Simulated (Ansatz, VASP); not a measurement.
**Two plane-wave programs on RbBr**

Contents of INCAR:

```
PREC = Accurate ; ENCUT = 520
EDIFF = 1E-8 ; ISMEAR = -1
SIGMA = 0.05 ; LREAL = F
LASPH = T ; NELM = 60
ALGO = Normal ; ISIF = 2
LWAVE = F ; LCHARG = F
GGA = PE ; LEFG = T
NBANDS = 15
```

File KPOINTS:

```
Automatic mesh
0
Gamma
  9 9 9
```

File POSCAR:

```
RbBr
1.0
    0.0000000000      3.4781275030      3.4781275030
    3.4781275030      0.0000000000      3.4781275030
    3.4781275030      3.4781275030      0.0000000000
Rb Br
1 1
Direct
    0.0000000000      0.0000000000      0.0000000000
    0.5000000000      0.5000000000      0.5000000000
```

Input for Ansatz:

```yaml
crystal:
  lattice:
    - [0.0, 3.478127503, 3.478127503]
    - [3.478127503, 0.0, 3.478127503]
    - [3.478127503, 3.478127503, 0.0]
  atoms:
    - { symbol: Rb, position: [0.0, 0.0, 0.0] }
    - { symbol: Br, position: [0.5, 0.5, 0.5] }
kpoints:
  mp_grid: { grid: [9, 9, 9] }
scf:
  occupations: { method: fermi_dirac, width: 0.05 }
hamiltonian:
  xc: pbe
  pseudopotentials: { kind: paw }
output:
  forces: true
  stress: true
  eigenvalues: true
  efg: { contact_densities: true }
```

Change from the starting cell: volume scaled by 0.975, PAW files.

Alike in both runs: task electric field gradients; functional PBE; k mesh 9 × 9 × 9; occupations fermi-dirac, width 0.05 eV; no spin polarisation.

|  | VASP | Ansatz |
| --- | --- | --- |
| version | VASP 6.6.1 | Ansatz 0.2.0 |
| potentials or method | VASP PAW PBE potentials, release 64 (Rb_sv, Br) | PAW with Ansatz's default frozen-core files, scalar-relativistic |
| plane-wave cutoff (eV) | 520 | 420 |
| valence electrons in the cell | 16 | 16 |

|  | VASP | Ansatz | Ansatz less VASP |
| --- | --- | --- | --- |
| gap on the k mesh at the Fermi level (eV) | 4.25 | 4.25 | +0.002 |
| pressure (GPa) | 0.4 | 0.3 | -0.02 |
| Vzz of the field gradient on the site that differs most (V/Å²) | 0.0 | 0.0 | 0.00 |

Ansatz warned: «gradients_without_spin_orbit».

Caveats: an odd mesh through Γ misses points on the zone boundary, where band edges often lie.
